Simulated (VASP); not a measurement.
# TePb: relaxation of cell and atoms with PBE

TePb:

```
Pb Te
1.0
     0.00000    3.23100    3.23100
     3.23100    0.00000    3.23100
     3.23100    3.23100    0.00000
Pb Te
1 1
Direct
  0.00000 0.00000 0.00000
  0.50000 0.50000 0.50000
```

```json
{
  "Program": "VASP 6.6.1",
  "Task": "relaxation of cell and atoms",
  "Functional": "PBE",
  "Potentials or basis": "VASP PAW PBE potentials, release 54 (Pb, Te)",
  "Cutoff": "580 eV",
  "k mesh": "7 × 7 × 7",
  "Occupations": "fermi-dirac, width 0.05 eV",
  "Spin": "no spin polarisation",
  "Further INCAR settings": "ALGO = Normal; EDIFF = 1e-06; IBRION = 2; EDIFFG = -0.01; NSW = 60; ISIF = 3"
}
```

- Relaxed volume: 35.29 Å³/atom
- Relaxed cell: a = 4.639 Å, b = 4.639 Å, c = 4.639 Å, α = 60.00°, β = 60.00°, γ = 60.00°
- Space group after relaxing (to 0.05 Å): Fm-3m (No. 225)
- Energy gained by relaxing: 9.3 meV/atom
- Ionic steps: 3
- Pressure after relaxing: 0.0 GPa

The path:
```csv
step,energy change (eV),largest force (eV/Å),pressure (GPa),volume (Å³)
1,0.0000,0.0000,1.99,67.46
2,-0.0167,0.0000,-0.57,71.64
3,-0.0186,0.0000,0.01,70.57
```

Final structure:
```
Pb Te
1.0
     0.00000    3.27998    3.27998
     3.27998    0.00000    3.27998
     3.27998    3.27998    0.00000
Pb Te
1 1
Direct
  0.00000 0.00000 0.00000
  0.50000 0.50000 0.50000
```

Levels at points of the mesh, in eV from the Fermi level:
```
           k point  band 2  band 3  band 4  band 5  band 6  band 7  band 8  band 9
(0.00, 0.00, 0.00)   -6.15   -1.63   -1.63   -1.63    3.58    3.58    3.58    5.43
```

Run time: 31 s on 1 thread of Intel(R) Xeon(R) Platinum 8259CL CPU @ 2.50GHz (Skylake/Cascade Lake), with other jobs on the host, peak memory 0.22 GiB.

Caveat: this odd mesh misses L, where the gap lies, so gap, dielectric constants and Born charges aren't listed. PBE usually gives volumes a little too large and moduli too small.
